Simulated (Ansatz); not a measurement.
# Pt: the cost of one run

Program: Ansatz 0.2.0. Level of theory: DFT PBE, scalar-relativistic, plane waves, PAW. These are calculated values, not measurements.

## (1) The starting structure

The structure is hexagonal, space group P6_3/mmc (No. 194). The conventional cell has a = 2.894 Å, b = 2.894 Å, c = 9.333 Å, α = 90.00°, β = 90.00°, γ = 120.00°. Pt (site symmetry -3m) is surrounded by 12 Pt at 2.87 to 2.89 Å. Around Pt (site symmetry -6m2) lie 12 Pt at 2.87 to 2.89 Å.

As a file:

```xyz
4
Lattice="2.8938 0.0000 0.0000 -1.4469 2.5061 0.0000 0.0000 0.0000 9.3330" Properties=species:S:1:pos:R:3 pbc="T T T"
Pt    0.0000    0.0000    0.0000
Pt    0.0000    0.0000    4.6665
Pt    0.0000    1.6707    6.9997
Pt    1.4469    0.8354    2.3332
```

(A quick probe on a coarse mesh, which set the mesh and smearing, is not shown.)

## (3) A loose first relaxation

Contents of input.yaml:

```yaml
crystal:
  lattice:
    - [2.893771905, 0.0, 0.0]
    - [-1.4468859525, 2.5060799825, 0.0]
    - [0.0, 0.0, 9.3329855456]
  atoms:
    - { symbol: Pt, position: [0.0, 0.0, 0.0] }
    - { symbol: Pt, position: [0.0, 0.0, 0.5] }
    - { symbol: Pt, position: [0.3333333333, 0.6666666667, 0.75] }
    - { symbol: Pt, position: [0.6666666667, 0.3333333333, 0.25] }
basis:
  ecutwfc: 420
kpoints:
  mp_grid: { grid: [6, 6, 2] }
hamiltonian:
  xc: pbe
scf:
  occupations: { method: gaussian, width: 0.1 }
  lower_state_search: "off"
output:
  forces: true
  stress: true
  eigenvalues: true
relax:
  adjacent_minimum: "off"
  f_tol: 0.04
  max_steps: 70
  cell: { stress_tol: 0.4 }
```

Q: Estimate wall time and peak memory on 1 thread of an x86-64 CPU, shared host.

About 8.9 s, with a peak of 0.46 GiB.
